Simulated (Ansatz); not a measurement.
## Compressing SiO2

The calculation used Ansatz 0.2.0, DFT r2SCAN, scalar-relativistic, plane waves, PAW. Settings: 500 eV cutoff, 6×6×4 k-mesh, Gaussian smearing of 0.02 eV, no spin polarisation.

Reference structure (relaxed):

```
Si O
1.0
     5.05968    0.00000    0.00000
    -2.52984    4.38181    0.00000
     0.00000    0.00000    5.54109
Si O
3 6
Cartesian
  -1.2649 2.1909 1.8470
  1.2649 2.1909 3.6941
  2.5298 0.0000 0.0000
  0.9493 3.4693 4.6176
  2.5298 2.5568 2.7705
  3.4792 0.9125 0.9235
  1.5805 0.9125 4.6176
  0.0000 1.8250 2.7705
  -0.9493 3.4693 0.9235
```

Cell and atoms are relaxed at each pressure within the symmetry of the start, at zero temperature, so transitions that lower the symmetry aren't seen. The k-mesh given is that at zero pressure and may differ at others. a, b and c are the lengths of the cell vectors above. The axial ratios are soft, so the single lengths don't run smoothly. Gaps are generalised Kohn–Sham gaps over the whole zone.

| P (GPa) | V (Å³/atom) | V/V0 | a (Å) | b (Å) | c (Å) |
| --- | --- | --- | --- | --- | --- |
| -1 | 13.74 | 1.006 | 5.072 | 5.072 | 5.549 |
| 0 | 13.65 | 1.000 | 5.060 | 5.060 | 5.541 |
| 1 | 13.56 | 0.994 | 5.048 | 5.048 | 5.530 |
| 4 | 13.29 | 0.973 | 5.005 | 5.005 | 5.511 |
| 12 | 12.64 | 0.926 | 4.895 | 4.895 | 5.482 |
| 25 | 11.67 | 0.855 | 4.663 | 4.663 | 5.575 |

(1) What bulk modulus and pressure derivative fit these points?

(2) Which cell vector or vectors give way most up to 25 GPa?

(3) What does pressure do to the gap?

Results:

(1) A third-order Birch–Murnaghan fit gives B0 = 149 GPa and B0' = 1.3.

(2) a and b: the changes are a -7.8 %, b -7.8 %, c +0.6 %.

(3) The gaps are 6.27 eV at -1 GPa, 6.29 eV at 0 GPa, 6.32 eV at 1 GPa, 6.38 eV at 4 GPa, 6.49 eV at 12 GPa, 6.34 eV at 25 GPa.

This form isn't the usual stable structure of the compound.